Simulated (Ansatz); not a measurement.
Input and command of a calculation in Ansatz (plane waves; scalar-relativistic PAW potentials unless the input names others):

```yaml
crystal:
  lattice:
    - [4.7206460701, 0.0, 0.0]
    - [0.0, 4.7206460701, 0.0]
    - [0.0, 0.0, 2.780079747]
  atoms:
    - { symbol: Ti, position: [0.0, 0.0, 0.0] }
    - { symbol: Ti, position: [0.5, 0.5, 0.5] }
    - { symbol: O, position: [0.304438744, 0.304438744, 0.0] }
    - { symbol: O, position: [0.195561256, 0.804438744, 0.5] }
    - { symbol: O, position: [0.695561256, 0.695561256, 0.0] }
    - { symbol: O, position: [0.804438744, 0.195561256, 0.5] }
basis:
  ecutwfc: 420
  xc_grid: 4
kpoints:
  mp_grid: { grid: [8, 8, 10] }
hamiltonian:
  xc: pbesol
scf:
  occupations: { method: gaussian, width: 0.05 }
  lower_state_search: standard
output:
  forces: true
  eigenvalues: true
  stress: true
```

```bash
ansatz run input.yaml --threads 1 --pin off --max-ram 2560MiB --backend cpu --events-out ev --progress --plain --runs-dir out
```

Abridged log:
```
Pseudopotentials: kind: paw
Pseudopotential: Ti, paw, valence charge 12, recommended cutoff 420 eV (normal)
Pseudopotential: O, paw, valence charge 6, recommended cutoff 420 eV (normal)
Functional definition: PBEsol
Crystal: 6 atoms, lattice volume = 61.953 Å³
Basis set: ecut = 420 eV, 1209 PW (Γ), exchange–correlation on 128×128×80 points (64 copies of the dense FFT grid, shifted against one another)
Bands: 30, of which v1, the nominal top of the filled ones, is band 24 counted from 1 (23 counted from 0)
Symmetry: 16 space group operations
Space group: P42/mnm (ITA 136), of the structure as read, at distance tolerance 4.0e-5 Å
k-points: 90 of 640
Initial density: superposition of atomic densities (neutral atoms: chi_scale 0, normalization atom), corrected by the library's trained network
Initial wavefunctions: pseudopotential atomic-orbital guess
Functional: x = pbesol(κ = 0.804, μ = 0.12345679), c = pbesol(β = 0.046)
SCF iter   1: F=—  HF=-7199.389137 eV  |F-HF|=—  |Δ(HF+E_count)|=         —  Δρ=2.13e-2  dr2=2.42e-1  ethr=1.77e-3  ⟨swp⟩=5.3  Hψ=10866  notcnv=0
SCF iter   2: F=—  HF=-7199.424588 eV  |F-HF|=—  |Δ(HF+E_count)|=   3.55e-2  Δρ=2.70e-2  dr2=4.51e-1  ethr=5.05e-4  ⟨swp⟩=2.1  Hψ=5249  notcnv=0  defer=143
SCF iter   3: F=—  HF=-7199.342164 eV  |F-HF|=—  |Δ(HF+E_count)|=   8.24e-2  Δρ=5.74e-3  dr2=1.94e-2  ethr=5.05e-4  ⟨swp⟩=2.2  Hψ=4091  notcnv=0  defer=143
SCF iter   4: F=—  HF=-7199.338898 eV  |F-HF|=—  |Δ(HF+E_count)|=   3.27e-3  Δρ=8.66e-4  dr2=4.56e-4  ethr=4.04e-5  ⟨swp⟩=3.1  Hψ=5130  notcnv=0  defer=143
SCF iter   5: F=—  HF=-7199.338923 eV  |F-HF|=—  |Δ(HF+E_count)|=   2.47e-5  Δρ=6.70e-4  dr2=3.13e-4  ethr=9.51e-7  ⟨swp⟩=2.0  Hψ=4616  notcnv=0  defer=143
SCF iter   6: F=—  HF=-7199.338873 eV  |F-HF|=—  |Δ(HF+E_count)|=   5.00e-5  Δρ=3.14e-4  dr2=6.61e-5  ethr=6.53e-7  ⟨swp⟩=1.8  Hψ=2844  notcnv=0  defer=143
SCF iter   7: F=—  HF=-7199.338855 eV  |F-HF|=—  |Δ(HF+E_count)|=   1.80e-5  Δρ=7.76e-5  dr2=4.14e-6  ethr=1.38e-7  ⟨swp⟩=2.2  Hψ=3506  notcnv=0  defer=142
SCF iter   8: F=-7199.338854 eV  HF=-7199.338854 eV  |F-HF|=4.42e-8  |Δ(HF+E_count)|=   8.27e-7  Δρ=8.31e-6  dr2=4.73e-8  ethr=2.08e-10  ⟨swp⟩=7.4  Hψ=12366  notcnv=0
SCF 1 converged in 8 iterations: F = -7199.338854 eV  dr2 = 4.73e-8
SCF converged after 8 iterations
Free energy (F): -7199.338854 eV
Harris-Foulkes:  -7199.338854 eV  (|F-HF|=4.42e-8)
Internal energy: -7199.338854 eV  (E = F + TS)
E sigma→0 (E₀):  -7199.338854 eV
Fermi energy:    9.757750 eV
--- Forces (eV/Å), atoms counted from 1 ---
  atom   1  Ti     0.00000000     0.00000000     0.00000000
  atom   2  Ti     0.00000000     0.00000000     0.00000000
  atom   3  O     -0.06692192    -0.06692192     0.00000000
  atom   4  O      0.06692192    -0.06692192     0.00000000
  atom   5  O      0.06692192     0.06692192     0.00000000
  atom   6  O     -0.06692192     0.06692192     0.00000000
--- Stress (GPa, compression-positive) ---
       -3.982252       0.000000       0.000000
        0.000000      -3.982252       0.000000
        0.000000       0.000000      21.996523
  P = ⅓ Tr σ = 4.6773 GPa (46.773 kbar)
```

Apart from outputs and empty bands, the input differs from a reference run on usual settings in scf.lower_state_search: not typed → "standard"; basis.xc_grid: not typed → 4. The reference, at the same geometry (not necessarily relaxed), gave pressure 4.68 GPa, largest force 0.095 eV/Å, gap on the mesh 1.98 eV. This run converged in 8 SCF iterations (reference: 8) with an energy at zero smearing within 0.01 meV/atom of the reference's, pressure 4.68 GPa, largest force 0.095 eV/Å, gap on the mesh 1.98 eV.

It took 6.7 s on 1 thread of Intel(R) Xeon(R) Platinum 8488C (Sapphire Rapids), on a shared host, peak memory 0.53 GiB.